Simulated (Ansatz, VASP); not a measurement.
**Two plane-wave programs on BaS**

INCAR

```
SYSTEM = BaS
ALGO = Normal
EDIFF = 1E-7
EDIFFG = -0.005
ENCUT = 600
GGA = RE
IBRION = 2
ISIF = 3
ISMEAR = -1
LASPH = .TRUE.
LCHARG = .FALSE.
LREAL = .FALSE.
LWAVE = .FALSE.
NELM = 60
NSW = 40
PREC = Accurate
SIGMA = 0.05
```

File KPOINTS:

```
k-points
0
G
  7 7 7
  0 0 0
```

File POSCAR:

```
BaS
1.0
    0.0000000000      3.1937500000      3.1937500000
    3.1937500000      0.0000000000      3.1937500000
    3.1937500000      3.1937500000      0.0000000000
Ba S
1 1
Direct
    0.0000000000      0.0000000000      0.0000000000
    0.5000000000      0.5000000000      0.5000000000
```

input.yaml

```yaml
crystal:
  lattice:
    - [0.0, 3.19375, 3.19375]
    - [3.19375, 0.0, 3.19375]
    - [3.19375, 3.19375, 0.0]
  atoms:
    - { symbol: Ba, position: [0.0, 0.0, 0.0] }
    - { symbol: S, position: [0.5, 0.5, 0.5] }
hamiltonian:
  xc: revpbe
  pseudopotentials: { kind: paw }
kpoints:
  mp_grid: { grid: [7, 7, 7] }
scf:
  occupations: { method: fermi_dirac, width: 0.05 }
output:
  forces: true
  stress: true
relax:
  f_tol: 0.01
  max_steps: 40
  cell: { stress_tol: 0.05 }
```

Alike in both runs: task relaxation of cell and atoms; functional revPBE; k mesh 7 × 7 × 7; occupations fermi-dirac, width 0.05 eV; no spin polarisation.

|  | VASP | Ansatz |
| --- | --- | --- |
| version | VASP 6.6.1 | Ansatz 0.2.0 |
| potentials or method | VASP PAW PBE potentials, release 64 (Ba_sv, S) | Ansatz PAW |
| plane-wave cutoff (eV) | 600 | 420 |
| valence electrons in the cell | 16 | 16 |

```tsv
	VASP	Ansatz	Ansatz less VASP
relaxed volume (Å³/atom)	34.59	34.19	-0.408
relaxed cell length with the largest relative difference (Å)	4.608	4.590	-0.0182
energy change over the relaxation (meV/atom)	-16	-9	+6.1
```

Caveats: spin-orbit coupling is left out, which moves the levels of the heavy elements; the PAW data sets were made with another functional, which shifts forces and pressure a little (VASP); an odd mesh through Γ misses points on the zone boundary, where band edges often lie (VASP); odd divisions of the mesh miss points on the zone boundary, where band edges often lie, so the gap on the mesh can be too wide (Ansatz); the plane-wave basis is chosen anew once the cell has moved, so the energies of steps on either side of that aren't comparable (Ansatz); the PAW data sets come from PBE, with cores solved anew for the run's functional, which leaves a small shift of forces and pressure (Ansatz). revPBE gives volumes clearly too large for solids. Expect the measured gap to be larger: semilocal functionals such as revPBE lack the derivative discontinuity.
